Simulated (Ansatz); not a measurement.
# CrI3: the cost of one run

Program: Ansatz 0.2.0. Level of theory: DFT PBE, scalar-relativistic, plane waves, PAW. These are calculated values, not measurements.

The runs add the D3(BJ) dispersion term to the functional named.

### 1 Starting point

Symmetry: R-3, No. 148, trigonal system. Conventional cell: a = 6.818 Å, b = 6.818 Å, c = 19.473 Å, α = 90.00°, β = 90.00°, γ = 120.00°. Around Cr (site symmetry 3) lie 6 I at 2.71 Å. I (site symmetry 1) has 2 Cr at 2.71 Å as nearest neighbours.

Structure file:

```
CELL_PARAMETERS angstrom
3.40921 1.96831 6.49103
-3.40921 1.96831 6.49103
0.00000 -3.93662 6.49103
ATOMIC_POSITIONS crystal
Cr 0.16613 0.16613 0.16613
Cr 0.83387 0.83387 0.83387
I 0.76818 0.07066 0.42174
I 0.42174 0.76818 0.07066
I 0.07066 0.42174 0.76818
I 0.57826 0.23182 0.92934
I 0.92934 0.57826 0.23182
I 0.23182 0.92934 0.57826
```

An earlier run at PBE left this cell at 32.668 Å³/atom and 0.00 GPa (6×6×6 mesh).

Volume factors to run: 0.980, 1.020, 0.960, 1.040.

### 2 Scaling the volume by 0.980

File input.yaml:

```yaml
crystal:
  lattice:
    - [3.3863314845, 1.9550993941, 6.4474696434]
    - [-3.3863314845, 1.9550993941, 6.4474696434]
    - [0.0, -3.9101987883, 6.4474696434]
  atoms:
    - { symbol: Cr, position: [0.1661305725, 0.1661305725, 0.1661305725], spin: 3.22 }
    - { symbol: Cr, position: [0.8338694275, 0.8338694275, 0.8338694275], spin: 3.22 }
    - { symbol: I, position: [0.7681829889, 0.0706592527, 0.4217441575] }
    - { symbol: I, position: [0.4217441575, 0.7681829889, 0.0706592527] }
    - { symbol: I, position: [0.0706592527, 0.4217441575, 0.7681829889] }
    - { symbol: I, position: [0.5782558425, 0.2318170111, 0.9293407473] }
    - { symbol: I, position: [0.9293407473, 0.5782558425, 0.2318170111] }
    - { symbol: I, position: [0.2318170111, 0.9293407473, 0.5782558425] }
basis:
  ecutwfc: 420
  ecutrho_ratio: 4
kpoints:
  mp_grid: { grid: [6, 6, 6] }
hamiltonian:
  xc: pbe
  dispersion: d3bj
scf:
  occupations: { method: gaussian, width: 0.05 }
output:
  forces: true
  stress: true
  eigenvalues: true
  populations: true
magnetization:
  spin_polarized: true
relax:
  f_tol: 0.01
  max_steps: 40
  cell: { stress_tol: 0.1, fix: [volume] }
```

Command:

```sh
$ ansatz run input.yaml --threads 4 --pin off --max-ram 10240MiB --backend cpu --events-out ev --progress --plain --runs-dir out
```

**Question.** How long does this run take on 4 threads of AMD EPYC 9R45 (Zen 5), shared host, and how much memory does it need?

About 57 s, with a peak of 1.7 GiB.
